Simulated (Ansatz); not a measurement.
A (100) slab of Ti (P6/mmm (No. 191)), 8 planes, outer planes Ti (top) and Ti (bottom), with 8 atoms (Ti8) in a surface cell of A = 12.970 Å², as cut from the bulk:

```xyz
8
Lattice="2.8322 0.0000 0.0000 0.0000 4.5795 0.0000 0.0000 0.0000 24.2540" Properties=species:S:1:pos:R:3 pbc="T T T"
Ti    1.4161    0.0000    7.5000
Ti    0.0000    2.2898    8.8220
Ti    1.4161    0.0000   10.1440
Ti    1.4161    2.2898   11.4660
Ti    0.0000    0.0000   12.7880
Ti    1.4161    2.2898   14.1100
Ti    1.4161    0.0000   15.4320
Ti    0.0000    2.2898   16.7540
```

Theory: DFT PBE, scalar-relativistic, plane waves, PAW (Ansatz 0.2.0). Cutoff 420 eV; k points 12×8×1 on the computed 8-atom cell (Γ-centred); Gaussian smearing, width 0.10 eV; no spin polarisation. The cell repeats along c with a dipole correction in the vacuum.

Against the same 8 atoms in the bulk, the slab as cut lies 3.636 eV higher and the relaxed slab 3.503 eV higher.

**Question.** Work out the surface energy before and after relaxation.

**Answer.** The slab has two faces, so γ = (E_slab − N·E_bulk)/(2A), the mean of both. As cut: 3.636/(2 × 12.970) = 0.1402 eV/Å², and 1 eV/Å² = 16.02 J/m², so γ = 2.25 J/m². Relaxed: 3.503/(2 × 12.970) = 0.1350 eV/Å² = 2.16 J/m². Relaxation recovers 4 % of the cost of cutting.

**Question.** What is the ideal work of this cut, per area?

**Answer.** Griffith's ideal work is 2γ: 4.49 J/m² if the new faces stay rigid, 4.33 J/m² if they relax. One thickness was run, 8 planes, so γ can still shift with it.

The reference crystal is a form of Ti, which isn't its usual structure.

Most of the cost of this surface is already present in the rigid cut, and relaxation lowers it only from 2.25 to 2.16 J/m². The cost comes mainly from lost Ti–Ti neighbours: titanium's partly filled d band holds mostly bonding states, so lower coordination narrows the band and weakens cohesion. The small relaxation gain suggests that the surface atoms recover little of this by shifting their positions, while metallic screening keeps the disturbance close to the surface.

The two faces are not equivalent. In the stacking of this ω-type structure, the lower cut passes between two adjacent planes of the honeycomb sublattice, whereas the upper one separates a plane of the other site from a honeycomb plane. The mean γ therefore can't be assigned to either termination. Nor are the two faces the complementary halves of a single cleavage, so 4.49 and 4.33 J/m² are sums over two different terminations, not strictly the work of one cut. Which plane would cleave most easily remains open.
